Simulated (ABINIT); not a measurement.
Runs of ABINIT 10.8.3 (patched build) on CdSe. It takes space group F-43m (No. 216, cubic). Conventional cell: a = 6.141 Å, b = 6.141 Å, c = 6.141 Å, α = 90.00°, β = 90.00°, γ = 90.00°. Cd (site symmetry -43m) has 4 Se at 2.66 Å as nearest neighbours. Around Se (site symmetry -43m) lie 4 Cd at 2.66 Å. Measurements of this composition are mostly on another form, of space group No. 186.

```tsv
level	potentials or basis	k mesh	cutoff (eV)	smearing	share of exact exchange	most SCF steps	dielectric constant that sets the share	mesh quality	gap on the mesh (eV)	pressure (GPa)
HSE06	SG15 NC PBE v1.2	3 × 3 × 3	490	fermi-dirac 0.05 eV	0.05	60	-	coarse	0.58	1.5
HSE06	SG15 NC PBE v1.2	3 × 3 × 3	490	fermi-dirac 0.05 eV	0.25	60	-	coarse	(b)	(c)
PBE-EpsX	SG15 NC PBE v1.2	3 × 3 × 3	490	fixed	-	60	7.66353	coarse	1.30	1.1
PBE	PseudoDojo NC SR PBE v0.4.1 standard	6 × 6 × 6	1252	fermi-dirac 0.05 eV	-	-	-	not flagged	0.55	-
HSE06	SG15 NC PBE v1.2	3 × 3 × 3	490	fermi-dirac 0.05 eV	0.35	60	-	coarse	(a)	-0.4
```

Alike in all rows: task single point; no spin polarisation; cell as given.

Q: Estimate the missing entries.

A: (a) 1.62; (b) 1.26; (c) 0.2.

Caveats: some runs use coarse meshes; exact exchange is summed on a coarse mesh, which widens gaps by tenths of an eV (some runs); the potentials were made for another functional, which shifts forces and pressure (some runs); Libxc's HSE differs a little from that of other programs (some runs).

A k mesh can miss the band edges, and the runs leave out spin-orbit coupling on Cd, Se.

The runs don't all hold the same shells in valence.
